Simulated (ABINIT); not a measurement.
Here is an ABINIT 10.8.3 (patched build) calculation.

run.abi

```
# Datasets: ground state, then fixed potential
ndtset 2

# Pseudopotentials
pp_dirpath "./"
pseudos "As.LDA_PW-JTH_sp.xml, B.LDA_PW-JTH.xml"

# Structure
acell 3.3778490937 3.3778490937 3.3778490937 Angstrom
rprim
     0.0000000000     0.7071067812     0.7071067812
     0.7071067812     0.0000000000     0.7071067812
     0.7071067812     0.7071067812     0.0000000000
ntypat 2
znucl 33 5
natom 2
typat 1 2
xcart
     6.7704162730     6.7704162730     6.7704162730
     0.0000000000     0.0000000000     0.0000000000

# Plane-wave basis
ecut 408.170794 eV
pawecutdg 30.0

# Exchange and correlation
ixc 1

# Bands and occupations
occopt 3
tsmear 0.05 eV

# SCF cycle
nstep 100

# Output
iomode 3
prtwf 0
prteig 0
prtebands 0
enunit 1
prtden1 1

# Dataset 1
kptopt1 1
ngkpt1 10 10 10
nshiftk1 1
shiftk1 0.0 0.0 0.0
nband1 8
tolvrs1 1.0e-9

# Dataset 2: bands along G-X-W-K-G-L-U-W-L-K
iscf2 -2
getden2 1
nband2 12
nbdbuf2 2
tolwfr2 1.0e-12
kptopt2 -9
ndivsm2 5
prteig2 1
prtvol2 -3
kptbounds2
     0.0000000000     0.0000000000     0.0000000000
     0.5000000000     0.0000000000     0.5000000000
     0.5000000000     0.2500000000     0.7500000000
     0.3750000000     0.3750000000     0.7500000000
     0.0000000000     0.0000000000     0.0000000000
     0.5000000000     0.5000000000     0.5000000000
     0.6250000000     0.2500000000     0.6250000000
     0.5000000000     0.2500000000     0.7500000000
     0.5000000000     0.5000000000     0.5000000000
     0.3750000000     0.3750000000     0.7500000000
```

Potentials or basis: JTH PAW LDA v2.0 sp.

Command:

```bash
$ abinit run.abi > log 2>&1
```

Q: Predict the pressure.

A: -3.1 GPa.

Q: What does it give for the band gap on the k mesh?

A: 1.13 eV, indirect (least direct gap 3.29 eV).

Q: What does it give for the band gap along the path?

A: 1.13 eV, indirect (least direct gap 3.29 eV).

Levels at the corners of the path, in eV from the valence-band top:
```tsv
point	band 1	band 2	band 3	band 4	band 5	band 6	band 7	band 8	band 9
Γ	-15.39	0.00	0.00	0.00	3.29	3.29	3.29	4.72	9.50
X	-11.28	-8.42	-4.06	-4.06	1.34	1.43	11.35	11.35	12.81
W	-11.12	-7.95	-5.49	-5.22	5.28	5.95	6.76	7.14	12.34
K	-11.31	-8.05	-5.97	-3.47	2.01	5.56	9.27	9.75	10.66
Γ	-15.39	0.00	0.00	0.00	3.29	3.29	3.29	4.72	9.50
L	-12.55	-8.75	-1.81	-1.81	2.71	4.80	4.80	8.89	12.61
U	-11.31	-8.05	-5.97	-3.47	2.01	5.56	9.27	9.75	10.66
W	-11.12	-7.95	-5.49	-5.22	5.28	5.95	6.76	7.14	12.34
L	-12.55	-8.75	-1.81	-1.81	2.71	4.80	4.80	8.89	12.61
K	-11.31	-8.05	-5.97	-3.47	2.01	5.56	9.27	9.75	10.66
```

Caveat: this set keeps more shells in the core, which shifts pressures and gaps.
